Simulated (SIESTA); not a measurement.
## MgS under changes of volume

One of the cells (22.670 Å³/atom); the others are scaled copies at fixed shape and fractional positions:

```
S Mg
1.0
     4.03462    0.00000    0.00000
    -2.01731    3.49409    0.00000
     0.00000    0.00000    6.43229
S Mg
2 2
Direct
  0.66667 0.33333 0.87924
  0.33333 0.66667 0.37924
  0.33333 0.66667 0.99575
  0.66667 0.33333 0.49575
```

The cell comes from a database or a generator and needn't be the stable form of this composition.

* Program: SIESTA 5.4.2
* Functional: LDA
* Potentials or basis: PseudoDojo 0.4 standard (LDA files)
* Basis: DZP (energy shift 0.003 Ry; two zetas on semicore shells)
* Grid cutoff: 800 Ry
* Energy shift: 0.003 Ry
* k mesh: 8 × 8 × 4
* Occupations: fermi-dirac, width 0.05 eV
* Spin: no spin polarisation

```csv
volume (Å³/atom),energy over the lowest point (meV/atom),pressure (GPa),gap on the mesh (eV),largest force (eV/Å)
21.309,14.43,3.8,3.48,0.043
21.763,5.72,2.3,3.37,0.046
22.216,1.03,1.0,3.27,0.049
22.670,0.00,-0.2,3.17,0.050
23.123,2.26,-1.3,3.07,0.053
23.576,?,?,?,?
24.030,15.47,-3.2,2.89,0.056
```

Problem. What does the run at 23.576 Å³/atom give?

Solution. Energy over the lowest point 7.52 meV/atom; pressure -2.3 GPa; gap on the mesh 2.98 eV; largest force 0.055 eV/Å.

Worked out: A Birch-Murnaghan fit of order 3 (a polynomial in V^(-2/3)) to the other rows has its minimum at 22.58 Å³/atom with B0 = V·E''(V) = 59 GPa and B' = 3.9 at fixed shape and positions, which overstates the stiffness. It gives 7.50 meV/atom at 23.576 Å³/atom, against the run's 7.52, and -dE/dV = -2.3 GPa, against -2.3. A straight line through the other rows of the gap, of slope -4.91 eV per unit of ln V (its deformation potential), gives 2.98 eV, against the run's 2.98.

Energies are extrapolated to zero smearing.

Caveats: the basis of atomic orbitals isn't converged, which shifts pressures, moduli and gaps.

A mesh can miss the band edges.
